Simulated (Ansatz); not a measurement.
**Carrier properties of AlSb under load (space group R3m)**

Data:

```
AlSb
1.0
   -0.02495     3.07025     3.07025
    3.07025    -0.02495     3.07025
    3.07025     3.07025    -0.02495
Al Sb
1 1
Direct
  0.00062   0.00062   0.00062
  0.74938   0.74938   0.74938
```

Level of theory: r2SCAN with spin-orbit coupling, rigid bands (plane waves, PAW; Ansatz, a quantum-chemistry and plane-wave program). Condition of this run: uniaxial stress along [111] of 1 GPa (compression positive) (the target of the relaxation). Cell: cell and atoms relaxed with r2SCAN, then loaded as said.

```
Property                                                                                                                                                       Value
---------------------------------------------------------------------------------------------------------------------------------------  ---------------------------
band gap                                                                                                                                                     1.25 eV
electron conductivity mass (300 K, dilute)                                                                                                                   0.35 mₑ
hole conductivity mass (300 K, dilute)                                                                                                                       0.34 mₑ
effective density of states N_c (300 K)                                                                                                                  4.6e19 cm⁻³
effective density of states N_v (300 K)                                                                                                                  5.6e18 cm⁻³
density-of-states mass, electrons                                                                                                                            1.49 mₑ
density-of-states mass, holes                                                                                                                                0.37 mₑ
Seebeck coefficient, n-type 1e19 cm⁻³, 300 K                                                                                                               -332 μV/K
Seebeck coefficient, p-type 1e19 cm⁻³, 300 K                                                                                                                218 μV/K
best p-type power factor at 300 K for τ = 10 fs (best axis; densities from 1e16 to 1e21 cm⁻³ tried, whether or not they can be reached)  5.2 μW/(cm·K²) at 1e20 cm⁻³
```

Rigid bands; masses and Seebeck coefficients take one relaxation time τ for all states and one kind of carrier; polarons and phonon drag are left out.
